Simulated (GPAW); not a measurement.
# FeO (Wuestite) (Fm-3m) in GPAW: single point with PBE

Aim: the single point of FeO (Wuestite) with PBE.

All numbers are computed with GPAW 26.7.0; they aren't measurements. Logs are shortened: lines on timing, memory, paths and dates and some standing lists are left out, and cuts for length are marked. The log counts tension as positive stress, the text compression.

### Step 1. The cell of the first run

It takes space group Fm-3m (No. 225, cubic). The conventional cell has a = 4.368 Å, b = 4.368 Å, c = 4.368 Å, α = 90.00°, β = 90.00°, γ = 90.00°. Around Fe (site symmetry m-3m) lie 6 O at 2.18 Å. O (site symmetry m-3m) is surrounded by 6 Fe at 2.18 Å.

### Step 2. Single point, PBE, collinear spin, ferromagnetic start (volume scaled by 1.04)

run.py

```python
from ase.dft.bandgap import bandgap
from ase.io import read, write
from ase.units import GPa
from gpaw import GPAW, PW

atoms = read('POSCAR')
atoms.set_initial_magnetic_moments([4.0, 0.0])

calc = GPAW(mode=PW(550),
            xc='PBE',
            kpts={'size': (8, 8, 8), 'gamma': True},
            occupations={'name': 'fermi-dirac', 'width': 0.05},
            nbands=17,
            maxiter=120,
            txt='gpaw.txt')
atoms.calc = calc
energy = atoms.get_potential_energy()
forces = atoms.get_forces()
stress = atoms.get_stress()
calc.write('gs.gpw')
write('result.traj', atoms)
print(f'Energy: {energy:.6f} eV')
print('Forces (eV/A):')
print(forces.round(4))
print('Stress (GPa):', (stress / GPa).round(3))
print('Moments:', calc.get_magnetic_moments().round(3))
print('Fermi level:', round(calc.get_fermi_level(), 4), 'eV')
print(f'Gap: {bandgap(calc)[0]:.4f} eV, direct: {bandgap(calc, direct=True)[0]:.4f} eV')
```

POSCAR

```
FeO
1.0
    0.0000000000      2.1837637790      2.1837637790
    2.1837637790      0.0000000000      2.1837637790
    2.1837637790      2.1837637790      0.0000000000
Fe O
1 1
Direct
    0.0000000000      0.0000000000      0.0000000000
    0.5000000000      0.5000000000      0.5000000000
```

Potentials or basis: GPAW PAW data sets (gpaw-data 1.2.1), pw.

The run is started by

```console
> OMP_NUM_THREADS=1 python run.py
```

gpaw.txt:

```text
__  _  _
 | _ |_)|_||  |
 |__||  | ||/\| - 26.7.0

Input parameters:
  mode=PW(ecut=550.0),
  kpts=MonkhorstPack(size=(8, 8, 8), gamma=True),
  maxiter=120,
  nbands=17,
  occupations=Occupations(name='fermi-dirac', width=0.05),
  xc=XC(name='PBE')

Diagonalizing LCAO Hamiltonian
Converting LCAO to pw mode

              O

       Fe

Atoms  # Å, Bohr magnetons
|   | symbol |        x |        y |        z |    initial magnetic moments |
|---|--------|----------|----------|----------|-----------------------------|
| 0 |     Fe | 0.000000 | 0.000000 | 0.000000 | ( 0.0000,  0.0000,  4.0000) |
| 1 |      O | 2.183764 | 2.183764 | 2.183764 | ( 0.0000,  0.0000,  0.0000) |

Unit cell  # Å
| periodic |        x |        y |        z |  lengths |    angles |
|----------|----------|----------|----------|----------|-----------|
|      yes | 0.000000 | 2.183764 | 2.183764 | 3.088308 | 60.000000 |
|      yes | 2.183764 | 0.000000 | 2.183764 | 3.088308 | 60.000000 |
|      yes | 2.183764 | 2.183764 | 0.000000 | 3.088308 | 60.000000 |

Number of symmetries: 48
Symmetry operations  # r_c * U_cc + t_c -> r_c
|    | kind |            matrix            |
|----|------|------------------------------|
|  0 |  σ   |  1, 0, 0,  1, 0,-1,  1,-1, 0 |
|  1 |  C2  |  1, 0, 0,  1,-1, 0,  1, 0,-1 |
|  2 |  E   |  1, 0, 0,  0, 1, 0,  0, 0, 1 |
|  3 |  σ   |  1, 0, 0,  0, 0, 1,  0, 1, 0 |
|  4 |  C4  |  1, 0,-1,  1, 0, 0,  1,-1, 0 |
|  5 |  S6  |  1, 0,-1,  1,-1, 0,  1, 0, 0 |
|  6 |  σ   |  1, 0,-1,  0, 1,-1,  0, 0,-1 |
|  7 |  C3  |  1, 0,-1,  0, 0,-1,  0, 1,-1 |
|  8 |  S6  |  1,-1, 0,  1, 0, 0,  1, 0,-1 |
|  9 |  C4  |  1,-1, 0,  1, 0,-1,  1, 0, 0 |
| 10 |  C3  |  1,-1, 0,  0,-1, 1,  0,-1, 0 |
| 11 |  σ   |  1,-1, 0,  0,-1, 0,  0,-1, 1 |
| 12 |  σ   |  0, 1, 0,  1, 0, 0,  0, 0, 1 |
| 13 |  C4  |  0, 1, 0,  0, 1,-1, -1, 1, 0 |
| 14 |  C3  |  0, 1, 0,  0, 0, 1,  1, 0, 0 |
| 15 |  S6  |  0, 1, 0, -1, 1, 0,  0, 1,-1 |
| 16 |  C2  |  0, 1,-1,  1, 0,-1,  0, 0,-1 |
| 17 |  σ   |  0, 1,-1,  0, 1, 0, -1, 1, 0 |
| 18 |  S4  |  0, 1,-1,  0, 0,-1,  1, 0,-1 |
| 19 |  C4  |  0, 1,-1, -1, 1, 0,  0, 1, 0 |
| 20 |  C3  |  0, 0, 1,  1, 0, 0,  0, 1, 0 |
| 21 |  σ   |  0, 0, 1,  0, 1, 0,  1, 0, 0 |
| 22 |  S6  |  0, 0, 1,  0,-1, 1, -1, 0, 1 |
| 23 |  C4  |  0, 0, 1, -1, 0, 1,  0,-1, 1 |
| 24 |  S4  |  0, 0,-1,  1, 0,-1,  0, 1,-1 |
| 25 |  C3  |  0, 0,-1,  0, 1,-1,  1, 0,-1 |
| 26 |  C2  |  0, 0,-1,  0,-1, 0, -1, 0, 0 |
| 27 |  S6  |  0, 0,-1, -1, 0, 0,  0,-1, 0 |
| 28 |  S4  |  0,-1, 1,  1,-1, 0,  0,-1, 0 |
| 29 |  C4  |  0,-1, 1,  0, 0, 1, -1, 0, 1 |
| 30 |  C2  |  0,-1, 1,  0,-1, 0,  1,-1, 0 |
| 31 |  σ   |  0,-1, 1, -1, 0, 1,  0, 0, 1 |
| 32 |  C3  |  0,-1, 0,  1,-1, 0,  0,-1, 1 |
| 33 |  S6  |  0,-1, 0,  0, 0,-1, -1, 0, 0 |
| 34 |  S4  |  0,-1, 0,  0,-1, 1,  1,-1, 0 |
| 35 |  C2  |  0,-1, 0, -1, 0, 0,  0, 0,-1 |
| 36 |  C2  | -1, 1, 0,  0, 1, 0,  0, 1,-1 |
| 37 |  S6  | -1, 1, 0,  0, 1,-1,  0, 1, 0 |
| 38 |  S4  | -1, 1, 0, -1, 0, 1, -1, 0, 0 |
| 39 |  C3  | -1, 1, 0, -1, 0, 0, -1, 0, 1 |
| 40 |  S6  | -1, 0, 1,  0, 0, 1,  0,-1, 1 |
| 41 |  C2  | -1, 0, 1,  0,-1, 1,  0, 0, 1 |
| 42 |  C3  | -1, 0, 1, -1, 1, 0, -1, 0, 0 |
| 43 |  S4  | -1, 0, 1, -1, 0, 0, -1, 1, 0 |
| 44 |  C2  | -1, 0, 0,  0, 0,-1,  0,-1, 0 |
| 45 |  i   | -1, 0, 0,  0,-1, 0,  0, 0,-1 |
| 46 |  σ   | -1, 0, 0, -1, 1, 0, -1, 0, 1 |
| 47 |  C2  | -1, 0, 0, -1, 0, 1, -1, 1, 0 |

BZ-sampling:
  Number of BZ points: 512
  Number of IBZ points: 29

  Monkhorst-Pack size: [8, 8, 8]
  Monkhorst-Pack shift: [0.0625, 0.0625, 0.0625]

K-points  # in reciprocal-cell coordinates
|     |                                coordinates |     weight |
|-----|--------------------------------------------|------------|
|   0 | (  0.00000000,   0.00000000,   0.00000000) | 0.00195312 |
|   1 | (  0.12500000,   0.12500000,   0.00000000) | 0.01171875 |
|   2 | (  0.12500000,   0.12500000,   0.12500000) | 0.01562500 |
|   3 | (  0.25000000,   0.12500000,   0.12500000) | 0.02343750 |
|   4 | (  0.25000000,   0.25000000,   0.00000000) | 0.01171875 |
|   5 | (  0.25000000,   0.25000000,   0.12500000) | 0.04687500 |
|   6 | (  0.25000000,   0.25000000,   0.25000000) | 0.01562500 |
|   7 | (  0.37500000,   0.25000000,  -0.37500000) | 0.04687500 |
|   8 | (  0.37500000,   0.25000000,   0.12500000) | 0.04687500 |
|   9 | (  0.37500000,   0.25000000,   0.25000000) | 0.04687500 |
| ... |                                            |            |
|  28 | (  0.50000000,   0.50000000,   0.50000000) | 0.00781250 |

Plane wave coefficients: 620
Cutoff: 550.0 eV

Spin-components: 2 (collinear spins)
Bands:           17
Projectors:      11
Spin-degeneracy: 1
Datatype:        complex128

Parallelization:
  kpt:    1
  domain: 1
  band:   1

Density:
  Valence electrons: 14.0
  Components: 2
  Grid points: [18 18 18]
  Charge: 0.0  # |e|

Potential:
  Grid points: [18 18 18]

species:
  Fe:
    name:    Iron
    Z:       26.0
    valence: 8
    core:    18
    charge:  0.0  # [|e|]
    compensation charges:
      type: gauss
      rc: 0.33  # [Å]
      lmax: 2
    cutoffs:
      filter: 2.06  # [Å]
      core: 2.67  # [Å]
    projectors
    | kind |    occ | energy [eV] | rcut [Å] |
    |------|--------|-------------|----------|
    |   4s |  2.000 |      -5.291 |    1.164 |
    |   4p |  0.000 |      -1.326 |    1.058 |
    |   3d |  6.000 |      -7.505 |    1.058 |
    |    s |        |      21.920 |    1.164 |
    |    p |        |      25.885 |    1.058 |
    |    d |        |      19.706 |    1.058 |

    Using partial waves for Fe as LCAO basis

  O:
    name:    Oxygen
    Z:       8.0
    valence: 6
    core:    2
    charge:  0.0  # [|e|]
    compensation charges:
      type: gauss
      rc: 0.21  # [Å]
      lmax: 2
    cutoffs:
      filter: 1.17  # [Å]
      core: 0.83  # [Å]
    projectors
    | kind |    occ | energy [eV] | rcut [Å] |
    |------|--------|-------------|----------|
    |   2s |  2.000 |     -23.961 |    0.688 |
    |   2p |  4.000 |      -9.029 |    0.598 |
    |    s |        |       3.251 |    0.688 |
    |    p |        |      18.182 |    0.598 |
    |    d |        |       0.000 |    0.619 |

    Using partial waves for O as LCAO basis

Reference energy: -36660.306901  # eV

eigensolver:
  PPCG
  Converge bands: occupied
  niter=2

density mixing:
  MSR1-Mixer
  Pratt-step length: 0.05
  Maximum mixing coefficient: 0.75
  Old densities: 10
  SVD Regularization: 0.005
  Good broyden scale: 1.0
  Trust region scale: 1.0
  Backstep threshold: 4.0
  History deletion threshold: 6.0
  Fourier metric: weight=20.0, sigma=0.015

occupation numbers:
  Fermi-Dirac:
    width: 0.0500  # eV

poisson solver:
  ecut: 4400.0  # eV

xc functional:
  name: PBE with 2 nearest neighbor stencil

convergence criteria:
- Maximum [total energy] change in last 3 cyles: 0.0005 eV / valence electron
- Maximum integral of absolute [dens]ity change: 0.0001 electrons / valence electron
- Maximum integral of absolute [eigenst]ate change: 4e-08 eV^2 / valence electron
maximum number of iterations: 120

SCF iterations
|iter     | |      energy | eigst |  dens |  magmom |
|---------|-|-------------|-------|-------|---------|
|iter:   1| |  -16.397468 | -0.24 |       |  +4.0032|
|iter:   2| |  -16.143363 | -2.13 | -0.84 |  +4.0043|
|iter:   3| |  -15.638016 | -1.90 | -0.88 |  +3.9839|
|iter:   4| |  -15.662512 | -3.18 | -1.30 |  +3.9921|
|iter:   5| |  -15.675877 | -3.08 | -1.60 |  +3.9995|
|iter:   6| |  -15.677574 | -4.25 | -2.02 |  +4.0034|
|iter:   7| |  -15.678019c| -4.35 | -2.53 |  +4.0042|
|iter:   8| |  -15.678038c| -6.06 | -3.18 |  +4.0041|
|iter:   9| |  -15.678039c| -7.45c| -3.80 |  +4.0039|
|iter:  10| |  -15.678039c| -8.27c| -4.90c|  +4.0039|

Converged in 10 steps
Energy contributions relative to reference atoms: (reference = -36660.306901)

Energy contributions:
  Kinetic:          23.982677
  Coulomb:         -21.025002
  Zero:              0.088712
  External:          0.000000
  Xc:              -18.717590
  Entropy:          -0.013671
  Spinorbit:         0.000000
  ----------------------------
  Free energy:     -15.684874
  Extrapolated:    -15.678039

dipole moment: (-10.478633, -10.478633, -10.478633)  # |e|*Ang

Total magnetic moment: (0.000000, 0.000000, 4.003887)

Local magnetic moments
|        x |        y |        z |
|----------|----------|----------|
| 0.000000 | 0.000000 | 3.547497 |  # Fe   0
| 0.000000 | 0.000000 | 0.229418 |  # O    1

Fermi level: 8.773
Eigenvalues  # (at kpt = [0.000, 0.000, 0.000])
| band index |      eig [eV] | occ [0-1] |      eig [eV] | occ [0-1] |
|------------|---------------|-----------|---------------|-----------|
|          0 |       -11.783 |     1.000 |       -11.278 |     1.000 |
|          1 |         4.922 |     1.000 |         5.493 |     1.000 |
|          2 |         4.922 |     1.000 |         5.493 |     1.000 |
|          3 |         4.922 |     1.000 |         5.493 |     1.000 |
|          4 |         4.969 |     1.000 |         8.075 |     1.000 |
|          5 |         4.969 |     1.000 |         8.075 |     1.000 |
|          6 |         4.969 |     1.000 |         8.075 |     1.000 |
|          7 |         5.093 |     1.000 |         8.986 |     0.014 |
|          8 |         5.093 |     1.000 |         8.986 |     0.014 |
|          9 |         8.477 |     0.997 |         9.274 |     0.000 |
|         10 |        23.890 |     0.000 |        23.823 |     0.000 |
|         11 |        25.341 |     0.000 |        26.243 |     0.000 |
|         12 |        25.341 |     0.000 |        26.243 |     0.000 |
|         13 |        25.341 |     0.000 |        26.243 |     0.000 |
|         14 |        28.429 |     0.000 |        30.093 |     0.000 |
|         15 |        28.429 |     0.000 |        30.093 |     0.000 |
|         16 |        28.429 |     0.000 |        30.093 |     0.000 |

No gap
No difference between direct/indirect transitions

Forces  # eV/Ang
|        x |        y |       z |
|----------|----------|---------|
| -0.00000 | -0.00000 | 0.00000 |  # Fe   0
|  0.00000 |  0.00000 | 0.00000 |  # O    1

Stress tensor  # eV/Ang^3
|         x |         y |         z |
|-----------|-----------|-----------|
|  0.089981 | -0.000000 | -0.000000 |
| -0.000000 |  0.089981 | -0.000000 |
| -0.000000 | -0.000000 |  0.089981 |

# Writing to gs.gpw (mode='')
```

Wall time 14 s (1 thread of AMD EPYC 7R43 (Zen 3), shared host); peak memory 0.15 GiB.

The run converged, but some of its settings lie outside the range that counts as converged, so its numbers aren't taken as properties of the crystal.

What came out:

| Item | Value |
| --- | --- |
| Free energy | -15.6849 eV |
| Pressure | -14.4 GPa |
| Band gap on the k mesh | none (metal or under the smearing width) |
| Net moment | 4.00 μB per cell |
| Site moments | Fe +3.55; O +0.23 μB |

Caveat: the cutoff is short for stress and forces, so pressures can be off by a GPa or more; a cell with one magnetic atom can't hold antiferromagnetic order, which such compounds often take; semilocal functionals often make such compounds metallic where correlation or magnetic order opens a gap, which also shifts bond lengths.
